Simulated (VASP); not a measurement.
Write the native input for VASP 6.6.1 that does the following.

```
Task                   : relaxation of the atoms
Functional             : r2SCAN
Dispersion             : rVV10
Potentials or basis    : VASP PAW PBE potentials, release 64 (Rh_pv)
Cutoff                 : 520 eV
k mesh                 : 16 × 16 × 1
Occupations            : methfessel-paxton, width 0.1 eV
Spin                   : no spin polarisation
Dipole correction      : yes
Further INCAR settings : ALGO = Normal; EDIFF = 1e-07; IBRION = 2; EDIFFG = -0.02; NSW = 90
```

The structure of Rh lies in POSCAR:

```
Rh
1.0
    2.6997849600      0.0000000000      0.0000000000
   -1.3498924800      2.3380823200      0.0000000000
    0.0000000000      0.0000000000     27.2693498400
Rh
4
Direct
    0.3333340000      0.6666660000      0.3804305800
    0.0000000000      1.0000000000      0.4601423000
    0.6666670000      0.3333330000      0.5398577000
    0.3333340000      0.6666660000      0.6195694200
```

The cell was built by a generator and needn't be a form met in nature.

These files were run (other wordings do the same):

INCAR

```
ALGO = Normal
BPARAM = 11.95
CPARAM = 0.0093
DIPOL = 0.5 0.5 0.500
EDIFF = 1E-7
EDIFFG = -0.02
ENCUT = 520
IBRION = 2
IDIPOL = 3
ISIF = 2
ISMEAR = 1
IVDW_NL = 2
KPAR = 2
LASPH = T
LCHARG = F
LDIPOL = T
LMIXTAU = T
LREAL = F
LUSE_VDW = T
LWAVE = F
METAGGA = R2SCAN
NELM = 120
NSW = 90
PREC = Accurate
SIGMA = 0.1
```

KPOINTS

```
k-points
0
Gamma
  16 16 1
```

Potentials or basis: VASP PAW PBE potentials, release 64 (Rh_pv).

The run is started by

```console
$ cat potpaw_PBE.64/Rh_pv/POTCAR > POTCAR
$ mpirun -np 2 vasp_std > vasp.out
```

It gave:

```json
{"Energy gained by relaxing": "2.3 meV/atom", "Ionic steps": "4", "Largest force after relaxing": "0.019 eV/Å", "Band gap on the k mesh": "none (metal or under the smearing width)"}
```

Caveat: the PAW data sets were made with another functional, which shifts forces and pressure a little.

Run time: 49 min on 2 MPI ranks on Intel(R) Xeon(R) 6975P-C (Granite Rapids), on a shared host, peak memory 0.68 GiB a rank.
